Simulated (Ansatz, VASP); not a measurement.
**Rb in VASP and in Ansatz**

```
CELL_PARAMETERS angstrom
5.36775 0.00000 0.00000
-2.68388 4.64861 0.00000
0.00000 0.00000 8.65260
ATOMIC_POSITIONS crystal
Rb 0.33333 0.66667 0.25000
Rb 0.66667 0.33333 0.75000
```

Alike in both runs: task single point; functional PBEsol; k mesh 9 × 9 × 6; occupations gaussian, width 0.1 eV; no spin polarisation.

|  | VASP | Ansatz |
| --- | --- | --- |
| version | VASP 6.6.1 | Ansatz 0.2.0 |
| potentials or method | VASP PAW PBE potentials, release 64 (Rb_sv) | scalar-relativistic, plane waves, PAW |
| plane-wave cutoff (eV) | 520 | 420 |
| valence electrons in the cell | 18 | 18 |

```csv
,VASP,Ansatz,Ansatz less VASP
gap on the k mesh at the Fermi level (eV),none,none,-
pressure (GPa),-0.4,-0.4,+0.01
```

A gap of «none» marks a metal or a gap that the smearing closes.

Caveats: the PAW data sets were made with another functional, which shifts forces and pressure a little (VASP).
